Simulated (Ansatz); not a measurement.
# MnO2 (R-3m) in Ansatz: equation of state

Aim: energy against volume of MnO2 in PBE, for its equilibrium volume and stiffness.

Program: Ansatz 0.2.0. These are calculated values, not measurements. Logs are shortened: lines on timing, memory, paths and dates and some standing lists are left out, and cuts for length are marked.

### Step 1. Starting point

It takes space group R-3m (No. 166, trigonal). Conventional cell: a = 2.857 Å, b = 2.857 Å, c = 13.752 Å, α = 90.00°, β = 90.00°, γ = 120.00°. Mn (site symmetry -3m) is surrounded by 6 O at 1.90 Å. O (site symmetry 3m) has 3 Mn at 1.90 Å as nearest neighbours.

Measurements of this composition are mostly on another form, of space group No. 136.

### Step 2. Single point, PBE, collinear spin, ferromagnetic start, 10.15 Å³/atom (volume scaled by 0.94)

input.yaml reads:

```yaml
crystal:
  lattice:
    - [1.3992749259, 0.8078717551, 4.490355647]
    - [-1.3992749259, 0.8078717551, 4.490355647]
    - [0.0, -1.6157435103, 4.490355647]
  atoms:
    - { symbol: Mn, position: [0.0, 0.0, 0.0], spin: 4.0 }
    - { symbol: O, position: [0.73563551, 0.73563551, 0.73563551] }
    - { symbol: O, position: [0.26436449, 0.26436449, 0.26436449] }
hamiltonian:
  xc: pbe
  pseudopotentials: { kind: paw }
magnetization:
  spin_polarized: true
kpoints:
  mp_grid: { grid: [11, 11, 11] }
scf:
  occupations: { method: fermi_dirac, width: 0.05 }
output:
  forces: true
  stress: true
  eigenvalues: true
```

Potentials or basis: Ansatz PAW.

Run with:

```sh
$ ansatz run input.yaml --threads 2 --pin off --max-ram 5120MiB --backend cpu --events-out ev --progress --plain --runs-dir out
```

Standard output:

```text
Warning: RAYON_NUM_THREADS=2 ignored (pool sized by the plan → 2); use --threads N
basis.fft_grid_basis auto: the FFT boxes are laid along the combinations [[1, 0, -1], [0, 1, -1], [0, 0, 1]] of the cell's own vectors, 2.799, 2.799 and 4.772 Å long. The dense box has 20×20×32 points. Along the cell's own vectors, as sized, it would have 32×32×32, 2.56 times as many. Of the 12 symmetry operations that the crystal satisfies within crystal.symmetry.tolerance (time reversal apart; of a slab, those that keep its plane) the dense box along the cell's own vectors carries 12, and the one as laid loses 8 of those. basis.fft_grid_basis: typed keeps the cell's own vectors: state it where this run's energies or levels are differenced outside the engine with another run's, or held beside a run that keeps those vectors.
Engine: ansatz 0.2.0, x86_64-unknown-linux-gnu
Pseudopotentials: kind: paw
Pseudopotential: Mn, paw, valence charge 15, recommended cutoff 420 eV (normal), Mn.paw.azcp
Pseudopotential: O, paw, valence charge 6, recommended cutoff 420 eV (normal), O.paw.azcp
Functional definition: PBE
  parameter kappa = 0.804
  parameter beta = 0.06672455060314922
  exchange = pbe_x(kappa = kappa, mu = beta*pi^2/3)
  correlation = pbe_c(beta = beta)
Crystal: 3 atoms, lattice volume = 30.456 Å³
Basis set: ecut = 420 eV, 603 PW (Γ), FFT grids on a1−a3, a2−a3, a3, exchange–correlation on 40×40×64 points (8 copies of the dense FFT grid, shifted against one another)
Bands: 20, of which v1, the nominal top of the filled ones, is band 14 counted from 1 (13 counted from 0)
Symmetry: 12 space group operations
Space group: R-3m (ITA 166), of the structure as read, at distance tolerance 3.1e-5 Å
Magnetic group: BNS 166.97 (UNI 1327), of the structure as read, at distance tolerance 3.1e-5 Å
k-points: 146 of 1331
Non-local potential: Mn, projectors of the file, l = 0: 3, l = 1: 2, l = 2: 3, l = 3: 1
Non-local potential: O, projectors of the file, l = 0: 2, l = 1: 2, l = 2: 1
PAW form: soft (Blöchl's): semilocal exchange-correlation on the pseudo side does not see the compensation charge
PAW one-centre angular grid: Mn, 590 points (default); XC on 64 Gauss nodes
PAW one-centre angular grid: O, 110 points (default); XC on 64 Gauss nodes
Initial density: superposition of atomic densities (chi_scale 0.1, normalization cell, long waves kept (reshape's long-wave potential 0.10 eV rms))
Starting moments: Σ|m| = 4 μB on 1 of 3 sites
Initial wavefunctions: pseudopotential atomic-orbital guess
Functional: x = pbe(κ = 0.804, μ = 0.2195149727645171), c = pbe(β = 0.06672455060314922)
SCF iter   1: F=—  HF=-5033.362407 eV  |F-HF|=—  |Δ(HF+E_count)|=         —  Δρ=7.37e-2 (↑4.76e-2 ↓7.37e-2)  dr2=2.35e0  dr2_m=6.19e-1  M=3.000 μB ∫|m|=3.113 μB  β_m=0.30  ethr=3.10e-3  ⟨swp⟩=5.7  Hψ=25657  notcnv=0
Mixer restart at iter 1: flushing history
preconditioner: auto → none  [insulator: Δε(μ)=0.505 eV  Ē_g=14.401 eV  σ=0.050 eV  W_gap=0.99  n_scr=8 (ndim 8)  ℏωp=29.3 eV  f_vac=0.054  D(μ)=0.01/eV (n_scr^D=0)  ε∞_Penn≈5.1]
SCF iter   2: F=—  HF=-5033.542621 eV  |F-HF|=—  |Δ(HF+E_count)|=   1.80e-1  Δρ=5.33e-2 (↑5.33e-2 ↓3.49e-2)  dr2=3.41e-1  dr2_m=4.29e-1  M=3.000 μB ∫|m|=3.070 μB  β_m=0.38  ethr=3.10e-3  ⟨swp⟩=3.7  Hψ=13545  notcnv=0  defer=336
SCF iter   3: F=—  HF=-5033.320044 eV  |F-HF|=—  |Δ(HF+E_count)|=   2.23e-1  Δρ=3.23e-2 (↑2.50e-2 ↓3.23e-2)  dr2=1.96e-1  dr2_m=1.69e-1  M=3.000 μB ∫|m|=3.051 μB  β_m=0.52  ethr=1.26e-3  ⟨swp⟩=3.3  Hψ=11105  notcnv=0  defer=343
SCF iter   4: F=—  HF=-5033.517256 eV  |F-HF|=—  |Δ(HF+E_count)|=   1.97e-1  Δρ=8.56e-3 (↑8.56e-3 ↓6.63e-3)  dr2=2.30e-3  dr2_m=1.54e-2  M=3.000 μB ∫|m|=3.027 μB  β_m=0.57  ethr=7.25e-4  ⟨swp⟩=3.3  Hψ=12265  notcnv=0  defer=345
SCF iter   5: F=—  HF=-5033.530498 eV  |F-HF|=—  |Δ(HF+E_count)|=   1.32e-2  Δρ=2.74e-3 (↑2.66e-3 ↓2.74e-3)  dr2=3.50e-4  dr2_m=1.80e-3  M=3.000 μB ∫|m|=3.023 μB  β_m=0.79  ethr=8.53e-6  ⟨swp⟩=2.0  Hψ=13344  notcnv=0  defer=357
SCF iter   6: F=—  HF=-5033.530897 eV  |F-HF|=—  |Δ(HF+E_count)|=   3.99e-4  Δρ=7.44e-4 (↑7.44e-4 ↓4.72e-4)  dr2=2.60e-4  dr2_m=2.05e-5  M=3.000 μB ∫|m|=3.022 μB  β_m=0.71  ethr=1.29e-6  ⟨swp⟩=2.4  Hψ=10297  notcnv=0  defer=357
SCF iter   7: F=—  HF=-5033.530854 eV  |F-HF|=—  |Δ(HF+E_count)|=   4.25e-5  Δρ=1.95e-4 (↑1.32e-4 ↓1.95e-4)  dr2=2.77e-5  dr2_m=1.09e-6  M=3.000 μB ∫|m|=3.022 μB  β_m=0.78  ethr=9.62e-7  ⟨swp⟩=2.4  Hψ=8631  notcnv=0  defer=357
SCF iter   8: F=—  HF=-5033.530824 eV  |F-HF|=—  |Δ(HF+E_count)|=   3.03e-5  Δρ=3.98e-5 (↑3.98e-5 ↓2.82e-5)  dr2=5.62e-8  dr2_m=3.06e-7  M=3.000 μB ∫|m|=3.022 μB  β_m=0.89  ethr=1.03e-7  ⟨swp⟩=2.4  Hψ=9294  notcnv=0  defer=357
SCF iter   9: F=—  HF=-5033.530824 eV  |F-HF|=—  |Δ(HF+E_count)|=   1.61e-7  Δρ=6.28e-6 (↑4.37e-6 ↓6.28e-6)  dr2=2.99e-8  dr2_m=8.83e-10  M=3.000 μB ∫|m|=3.022 μB  β_m=0.94  ethr=2.08e-10  ⟨swp⟩=3.0  Hψ=10873  notcnv=0  defer=357
SCF iter  10: F=-5033.530824 eV  HF=-5033.530824 eV  |F-HF|=5.19e-10  |Δ(HF+E_count)|=   1.69e-9  Δρ=7.66e-7 (↑7.66e-7 ↓7.45e-7)  dr2=5.53e-10  dr2_m=7.51e-12  M=3.000 μB ∫|m|=3.022 μB  ethr=1.11e-10  ⟨swp⟩=8.0  Hψ=26034  notcnv=0
SCF 1 converged in 10 iterations: F = -5033.530824 eV  dr2 = 5.53e-10
SCF converged after 10 iterations
Magnetization: 2.9999 μB (15.0000 up, 12.0000 down)
Absolute magnetization: 3.0229 μB (∫|ρ↑−ρ↓|, with the PAW one-centre terms)
Spin contamination: 0.0250 ħ² per cell (⟨S²⟩ above its minimum at these occupations)
Per-site moments (μB) at R_I (Å): [(2.4178103649920932, 0.7688256395431824), (0.07833286094470661, 0.7688256395431827), (0.07833286094470655, 0.7688256395431824)]
Free energy (F): -5033.530824 eV
Harris-Foulkes:  -5033.530824 eV  (|F-HF|=5.19e-10)
Internal energy: -5033.530795 eV  (E = F + TS)
E sigma→0 (E₀):  -5033.530809 eV
Entropy (-TS):   -0.000029 eV (-0.010 meV/atom)
Fermi energy:    9.455716 eV
--- Per-component energies (eV) ---
  E_band       = -337.958460
  E_kinetic    = 653.835852
  E_local      = -3483.232236  (includes V_loc(G=0)·N_el)
  E_nonlocal   = 333.810459
  E_hartree    = 1426.062624
  E_xc         = -261.925017
  E_vxc        = -334.776205  (∫ρ·V_xc dr)
  E_paw        = -1610.899997  (= ΣΔE_a)
  E_vpaw       = -359.725300  (= ΣTr[D̂ρ^β])
  E_aug_tail   = 0.004770  (compensation charges beyond the density's cutoff)
  E_ewald      = -2091.187250
  E_smearing   = -0.000029  (= −TS)
  E_closure    = 0.000000  (closes the sum)
  Σ components = -5033.530824   (vs F -5033.530824, Δ=0.00e0)
--- Forces (eV/Å), atoms counted from 1 ---
  atom   1  Mn     0.00000000     0.00000000    -0.00000000
  atom   2  O      0.00000000    -0.00000000     1.19814067
  atom   3  O     -0.00000000     0.00000000    -1.19814067
  max |Σ_I F_I| component: 2.22e-16 eV/Å
--- Stress (GPa, compression-positive) ---
       22.162390       0.000000      -0.000000
        0.000000      22.162390       0.000000
       -0.000000       0.000000      15.139413
  P = ⅓ Tr σ = 19.8214 GPa (198.214 kbar)
--- Band table (eV; the first three rows and the last of 292) ---
  k-point 0 ↑: bands = ["-72.5965", "-41.2522", "-41.2453", "-41.2453", "-11.1481", "-8.5524", "2.1850", "2.6611", "2.6611", "6.5791", "6.5791", "7.4666", "7.4666", "7.6811", "8.7900", "12.2447", "12.2447", "16.5991", "19.6751", "24.5590"]
  k-point 1 ↑: bands = ["-72.5945", "-41.2624", "-41.2493", "-41.2491", "-11.0275", "-8.5955", "2.3253", "2.6403", "2.7579", "6.0942", "6.2328", "7.4622", "7.7599", "7.8508", "8.8060", "11.9703", "12.1727", "16.9847", "20.1028", "24.5822"]
  k-point 2 ↑: bands = ["-72.5892", "-41.3079", "-41.2593", "-41.2416", "-10.6922", "-8.7102", "2.4971", "2.8458", "3.0162", "5.0862", "5.7304", "7.4022", "8.0798", "8.0824", "8.7754", "11.3955", "12.0262", "17.9819", "21.1259", "24.6418"]
  k-point 145 ↓: bands = ["-69.4563", "-38.2569", "-38.2413", "-38.0759", "-10.6862", "-8.6521", "3.3775", "3.6233", "4.2195", "6.6971", "7.0220", "7.2595", "9.9277", "10.0253", "11.6665", "13.2763", "13.4841", "19.2797", "20.0941", "23.4188"]
```

Run time: 2.2 s. Hardware: 2 threads of AMD EPYC 9B45 (Zen 5), shared host; peak memory 0.43 GiB.

Results:

| Quantity | Value |
| --- | --- |
| Free energy | -5033.5308 eV |
| Pressure | 19.8 GPa |
| Largest force | 1.198 eV/Å |
| Band gap on the k mesh | 0.65 eV, indirect (least direct gap 0.70 eV) |
| Net moment | 3.00 μB per cell |
| Absolute moment | 3.02 μB per cell |
| Site moments | Mn +2.42; O +0.08 μB |

Caveat: odd divisions of the mesh miss points on the zone boundary, where band edges often lie, so the gap on the mesh can be too wide; the pressure holds a Pulay correction of +0.8 GPa for the finite cutoff; a cell with one magnetic atom can't hold antiferromagnetic order, which such compounds often take; forces of over 1 eV/Å show positions far from the minimum, so gaps and moduli don't describe the material at rest.

### Step 3. Single point, PBE, collinear spin, ferromagnetic start, 10.37 Å³/atom (volume scaled by 0.96)

Edit input.yaml of step 2 so:

```diff
@@ -2,5 +2,5 @@
   lattice:
-    - [1.3992749259, 0.8078717551, 4.490355647]
-    - [-1.3992749259, 0.8078717551, 4.490355647]
-    - [0.0, -1.6157435103, 4.490355647]
+    - [1.4091292993, 0.8135611802, 4.5219789117]
+    - [-1.4091292993, 0.8135611802, 4.5219789117]
+    - [0.0, -1.6271223606, 4.5219789117]
   atoms:
```

Potentials or basis: Ansatz PAW.

Run with:

```sh
$ ansatz run input.yaml --threads 2 --pin off --max-ram 5120MiB --backend cpu --events-out ev --progress --plain --runs-dir out
```

Wall time 2.2 s (2 threads of AMD EPYC 9B45 (Zen 5), shared host); peak memory 0.43 GiB.

The run converged. Its results:

| Property | Result |
| --- | --- |
| Free energy | -5033.5997 eV |
| Pressure | 14.3 GPa |
| Largest force | 0.843 eV/Å |
| Band gap on the k mesh | 0.73 eV, indirect (least direct gap 0.79 eV) |
| Net moment | 3.00 μB per cell |
| Absolute moment | 3.03 μB per cell |
| Site moments | Mn +2.44; O +0.07 μB |

Caveat: odd divisions of the mesh miss points on the zone boundary, where band edges often lie, so the gap on the mesh can be too wide; the pressure holds a Pulay correction of +0.8 GPa for the finite cutoff; a cell with one magnetic atom can't hold antiferromagnetic order, which such compounds often take.

### Step 4. Single point, PBE, collinear spin, ferromagnetic start, 10.58 Å³/atom (volume scaled by 0.98)

Edit input.yaml of step 3 so:

```diff
@@ -2,5 +2,5 @@
   lattice:
-    - [1.4091292993, 0.8135611802, 4.5219789117]
-    - [-1.4091292993, 0.8135611802, 4.5219789117]
-    - [0.0, -1.6271223606, 4.5219789117]
+    - [1.4188477395, 0.8191721243, 4.5531659587]
+    - [-1.4188477395, 0.8191721243, 4.5531659587]
+    - [0.0, -1.6383442487, 4.5531659587]
   atoms:
```

Run with:

```sh
$ ansatz run input.yaml --threads 2 --pin off --max-ram 5120MiB --backend cpu --events-out ev --progress --plain --runs-dir out
```

Run time: 2.3 s. Hardware: 2 threads of AMD EPYC 9B45 (Zen 5), shared host; peak memory 0.43 GiB.

Results (log left out):

```
Free energy            : -5033.6474 eV
Pressure               : 9.4 GPa
Largest force          : 0.516 eV/Å
Band gap on the k mesh : 0.81 eV, indirect (least direct gap 0.87 eV)
Net moment             : 3.00 μB per cell
Absolute moment        : 3.03 μB per cell
Site moments           : Mn +2.47; O +0.06 μB
```

Caveat: odd divisions of the mesh miss points on the zone boundary, where band edges often lie, so the gap on the mesh can be too wide; the pressure holds a Pulay correction of +0.8 GPa for the finite cutoff; a cell with one magnetic atom can't hold antiferromagnetic order, which such compounds often take.

### Step 5. Single point, PBE, collinear spin, ferromagnetic start, 10.80 Å³/atom

Edit input.yaml of step 4 so:

```diff
@@ -2,5 +2,5 @@
   lattice:
-    - [1.4188477395, 0.8191721243, 4.5531659587]
-    - [-1.4188477395, 0.8191721243, 4.5531659587]
-    - [0.0, -1.6383442487, 4.5531659587]
+    - [1.4284348394, 0.824707239, 4.5839315268]
+    - [-1.4284348394, 0.824707239, 4.5839315268]
+    - [0.0, -1.6494144781, 4.5839315268]
   atoms:
```

Run with:

```sh
$ ansatz run input.yaml --threads 2 --pin off --max-ram 5120MiB --backend cpu --events-out ev --progress --plain --runs-dir out
```

Run time: 2.3 s. Hardware: 2 threads of AMD EPYC 9B45 (Zen 5), shared host; peak memory 0.43 GiB.

It converged, with:

```yaml
Free_energy: -5033.6762 eV
Pressure: 4.9 GPa
Largest_force: 0.215 eV/Å
Band_gap_on_the_k_mesh: 0.88 eV, indirect (least direct gap 0.95 eV)
Net_moment: 3.00 μB per cell
Absolute_moment: 3.04 μB per cell
Site_moments: Mn +2.49; O +0.05 μB
```

Caveat: odd divisions of the mesh miss points on the zone boundary, where band edges often lie, so the gap on the mesh can be too wide; the pressure holds a Pulay correction of +0.8 GPa for the finite cutoff; a cell with one magnetic atom can't hold antiferromagnetic order, which such compounds often take.

### Step 6. Single point, PBE, collinear spin, ferromagnetic start, 11.02 Å³/atom (volume scaled by 1.02)

Edit input.yaml of step 5 so:

```diff
@@ -2,5 +2,5 @@
   lattice:
-    - [1.4284348394, 0.824707239, 4.5839315268]
-    - [-1.4284348394, 0.824707239, 4.5839315268]
-    - [0.0, -1.6494144781, 4.5839315268]
+    - [1.4378949485, 0.8301690355, 4.6142895739]
+    - [-1.4378949485, 0.8301690355, 4.6142895739]
+    - [0.0, -1.6603380711, 4.6142895739]
   atoms:
```

Potentials or basis: Ansatz PAW.

Run with:

```sh
$ ansatz run input.yaml --threads 2 --pin off --max-ram 5120MiB --backend cpu --events-out ev --progress --plain --runs-dir out
```

It took 2.3 s on 2 threads of AMD EPYC 9B45 (Zen 5), shared host; peak memory 0.43 GiB.

It converged, with:

| Quantity | Value |
| --- | --- |
| Free energy | -5033.6880 eV |
| Pressure | 1.0 GPa |
| Largest force | 0.062 eV/Å |
| Band gap on the k mesh | 0.95 eV, indirect (least direct gap 1.02 eV) |
| Net moment | 3.00 μB per cell |
| Absolute moment | 3.05 μB per cell |
| Site moments | Mn +2.51; O +0.04 μB |

Caveat: odd divisions of the mesh miss points on the zone boundary, where band edges often lie, so the gap on the mesh can be too wide; the pressure holds a Pulay correction of +0.8 GPa for the finite cutoff; a cell with one magnetic atom can't hold antiferromagnetic order, which such compounds often take.

### Step 7. Single point, PBE, collinear spin, ferromagnetic start, 11.23 Å³/atom (volume scaled by 1.04)

Edit input.yaml of step 6 so:

```diff
@@ -2,5 +2,5 @@
   lattice:
-    - [1.4378949485, 0.8301690355, 4.6142895739]
-    - [-1.4378949485, 0.8301690355, 4.6142895739]
-    - [0.0, -1.6603380711, 4.6142895739]
+    - [1.4472321903, 0.8355598946, 4.6442533328]
+    - [-1.4472321903, 0.8355598946, 4.6442533328]
+    - [0.0, -1.6711197893, 4.6442533328]
   atoms:
@@ -22 +22,5 @@
   eigenvalues: true
+  write_density: true
+  write_potential: true
+  elf: true
+  volumetric_format: npy
```

Run with:

```sh
$ ansatz run input.yaml --threads 2 --pin off --max-ram 5120MiB --backend cpu --events-out ev --progress --plain --runs-dir out
```

Run time: 3.3 s. Hardware: 2 threads of AMD EPYC 9B45 (Zen 5), shared host; peak memory 0.44 GiB.

It converged, with:

```yaml
Free_energy: -5033.6847 eV
Pressure: -2.6 GPa
Largest_force: 0.317 eV/Å
Band_gap_on_the_k_mesh: 1.01 eV, indirect (least direct gap 1.09 eV)
Net_moment: 3.00 μB per cell
Absolute_moment: 3.06 μB per cell
Site_moments: Mn +2.54; O +0.03 μB
```

Caveat: odd divisions of the mesh miss points on the zone boundary, where band edges often lie, so the gap on the mesh can be too wide; the pressure holds a Pulay correction of +0.7 GPa for the finite cutoff; a cell with one magnetic atom can't hold antiferromagnetic order, which such compounds often take.

### Step 8. Single point, PBE, collinear spin, ferromagnetic start, 11.45 Å³/atom (volume scaled by 1.06)

Edit input.yaml of step 7 so:

```diff
@@ -2,5 +2,5 @@
   lattice:
-    - [1.4472321903, 0.8355598946, 4.6442533328]
-    - [-1.4472321903, 0.8355598946, 4.6442533328]
-    - [0.0, -1.6711197893, 4.6442533328]
+    - [1.4564504782, 0.8408820756, 4.6738353618]
+    - [-1.4564504782, 0.8408820756, 4.6738353618]
+    - [0.0, -1.6817641514, 4.6738353618]
   atoms:
```

Run with:

```sh
$ ansatz run input.yaml --threads 2 --pin off --max-ram 5120MiB --backend cpu --events-out ev --progress --plain --runs-dir out
```

It took 3.2 s on 2 threads of AMD EPYC 9B45 (Zen 5), shared host; peak memory 0.45 GiB.

It converged, with:

```
Free energy            : -5033.6677 eV
Pressure               : -5.8 GPa
Largest force          : 0.552 eV/Å
Band gap on the k mesh : 1.07 eV, indirect (least direct gap 1.16 eV)
Net moment             : 3.00 μB per cell
Absolute moment        : 3.07 μB per cell
Site moments           : Mn +2.56; O +0.02 μB
```

Caveat: odd divisions of the mesh miss points on the zone boundary, where band edges often lie, so the gap on the mesh can be too wide; the pressure holds a Pulay correction of +0.7 GPa for the finite cutoff; a cell with one magnetic atom can't hold antiferromagnetic order, which such compounds often take.

### Step 9. Equation of state, PBE, collinear spin, ferromagnetic start

Potentials or basis: Ansatz PAW.

No new run: the results of the series are fitted here.

Results:

| Quantity | Value |
| --- | --- |
| Equilibrium volume | 11.07 Å³/atom |
| Bulk modulus at fixed shape and positions | 187 GPa |
| Pressure derivative of the bulk modulus | 4.7 |

Energy against volume, from the lowest point:
```tsv
volume (Å³/atom)	energy (meV/atom)
10.152	52.40
10.368	29.44
10.584	13.53
10.800	3.94
11.016	0.00
11.232	1.12
11.448	6.76
```

Caveat: the cell was scaled at fixed shape and fractional positions, which overstates the stiffness of a crystal with free parameters, most of all of layers and chains.
